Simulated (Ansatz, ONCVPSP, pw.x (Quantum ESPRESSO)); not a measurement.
**What a changed setting does to a pw.x run (fcc Hf)**

Potential: optimised norm-conserving Vanderbilt (ONCV), ONCVPSP 4.0.1, PBE; core [Kr] 4d10 4f14, reference 5s2 5p6 5d2 6s2; waves: 5s+6s: rc 2.00 bohr, ncon 4, nbas 8, qcut 5.3 1/bohr, 2 projectors; 5p: rc 1.55 bohr, ncon 3, nbas 6, qcut 7.1 1/bohr, 2 projectors, debl 3.1 Ha; 5d: rc 2.76 bohr, ncon 3, nbas 6, qcut 4.9 1/bohr, 1 projector; local part: polynomial inside 1.35 bohr (lpopt 5, dvloc0 0 Ha); core correction: Teter function, fcfact 3.75, rcfact 1.8.

The reference run (k-mesh 13³, cutoffs 55/220 Ry, Fermi–Dirac 0.01 Ry, mixing_beta 0.4, conv_thr 1e-9, no spin) gives -0.74 GPa at 22.681 Å³/atom, where all-electron LAPW gives -0.23 GPa. This run, with its own iteration cap, changes degauss to 0.002.

```
&control
  calculation='scf', prefix='x', pseudo_dir='./', outdir='./tmp', tstress=.true., disk_io='none'
/
&system
  ibrav=0, nat=1, ntyp=1, ecutwfc=55, ecutrho=220, nbnd=14,
  occupations='smearing', smearing='fd', degauss=0.002
/
&electrons
  conv_thr=1e-09, mixing_beta=0.4, electron_maxstep=60
/
ATOMIC_SPECIES
Hf 1.0 Hf.UPF
CELL_PARAMETERS angstrom
  0.00000000 2.24669474 2.24669474
  2.24669474 0.00000000 2.24669474
  2.24669474 2.24669474 0.00000000
ATOMIC_POSITIONS crystal
Hf 0.0000 0.0000 0.0000
K_POINTS automatic
13 13 13 0 0 0
```

```bash
pw.x < Hf.scf.in > Hf.scf.out
```

Q: How does the run end?

A: It converges in 7 iterations; the free energy moves by +44.1 meV/atom and the pressure by -0.41 GPa. In a metal, with Fermi–Dirac smearing, F lies below its zero-width value by a term in the square of the width.

```
Message from routine setup:
     using ibrav=0 with symmetry is DISCOURAGED, use correct ibrav instead
     lattice parameter (alat)  =       6.0042  a.u.
     unit-cell volume          =     153.0590 (a.u.)^3
     number of electrons       =        12.00
     number of Kohn-Sham states=           14
     kinetic-energy cutoff     =      55.0000  Ry
     charge density cutoff     =     220.0000  Ry
     scf convergence threshold =      1.0E-09
     Exchange-correlation= PBE
     number of k points=    84  Fermi-Dirac smearing, width (Ry)=  0.0020
     iteration #  1     ecut=    55.00 Ry     beta= 0.40
     total energy              =    -117.95602876 Ry
     estimated scf accuracy    <       0.01677440 Ry
     iteration #  2     ecut=    55.00 Ry     beta= 0.40
     total energy              =    -117.95561336 Ry
     estimated scf accuracy    <       0.00354668 Ry
     iteration #  3     ecut=    55.00 Ry     beta= 0.40
     total energy              =    -117.95597909 Ry
     estimated scf accuracy    <       0.00014008 Ry
     iteration #  4     ecut=    55.00 Ry     beta= 0.40
     total energy              =    -117.95598737 Ry
     estimated scf accuracy    <       0.00000065 Ry
     iteration #  5     ecut=    55.00 Ry     beta= 0.40
     total energy              =    -117.95598764 Ry
     estimated scf accuracy    <       0.00000012 Ry
     iteration #  6     ecut=    55.00 Ry     beta= 0.40
     total energy              =    -117.95598765 Ry
     estimated scf accuracy    <          1.9E-09 Ry
     iteration #  7     ecut=    55.00 Ry     beta= 0.40
     the Fermi energy is    14.1680 ev
!    total energy              =    -117.95598765 Ry
     estimated scf accuracy    <          2.0E-10 Ry
     smearing contrib. (-TS)   =      -0.00029550 Ry
     The total energy is F=E-TS. E is the sum of the following terms:
     one-electron contribution =     -19.86320286 Ry
     hartree contribution      =      14.48315743 Ry
     xc contribution           =     -34.82288267 Ry
     ewald contribution        =     -77.75276406 Ry
     convergence has been achieved in   7 iterations
          total   stress  (Ry/bohr**3)                   (kbar)     P=      -11.55
     Message from routine punch:
     Nothing written, as per user request (disk_io='none')
```

The run took about 7.7 s on one core of a shared host (Intel(R) Xeon(R) 6975P-C, 192 threads, 378 GiB, load 66).
